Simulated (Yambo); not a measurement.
**BeTe in Yambo: convergence with bands in self energy**

The system is BeTe.

```
CELL_PARAMETERS angstrom
0.00000 2.77000 2.77000
2.77000 0.00000 2.77000
2.77000 2.77000 0.00000
ATOMIC_POSITIONS crystal
Te 0.75000 0.75000 0.75000
Be 0.00000 0.00000 0.00000
```

```yaml
Program: Yambo 5.3.0
Task: G0W0 quasiparticle levels
Functional: PBEsol
Potentials_or_basis: PseudoDojo 0.4.1 SR PBEsol standard
Cutoff: 1197 eV
Density_cutoff: 4789 eV
k_mesh: 6 × 6 × 6
Occupations: fixed
Spin: no spin polarisation
k_mesh_of_the_self-consistent_run: 8 × 8 × 8
Random_integration_of_the_Coulomb_term: yes
Direction_of_the_field_or_of_q_to_0: x + y + z
Broadening: 0.1 eV
States_corrected: Γ and the k points of the band edges
Frequency_dependence_of_W: plasmon pole
Terminator_of_the_band_sum_in_the_self-energy: none
Quasiparticle_equation: linearised (Newton)
Imaginary_frequency_of_the_plasmon-pole_fit: 27.2114 eV
Bands_in_the_response: 160
Bands_in_the_self-energy: 30
Cutoff_of_the_response_matrix: 6 Ry
Cutoff_of_exchange_and_Vxc: 88 Ry
Bands_corrected_first_last: "[10, 11]"
```

These are the settings of the first run; the series varies bands in self energy, with any setting tied to it.

```
bands in self energy  quasiparticle gap at the points computed (eV)
                  30                                          2.868
                  50                                          2.967
                 160                                          3.015
```

Against the tightest run, the quasiparticle gap at the points computed stays within 0.05 eV from 50 on. The tightest run that finished is the yardstick and may itself not be fully converged.

Caveat, for the tightest run too: the potentials hold a filled d shell without the s and p states of that shell, which can shift GW gaps by tenths of an eV, either way; this version prints the column dSc/dw multiplied by 27.2; spin-orbit coupling is left out, which moves the levels of the heavy elements.
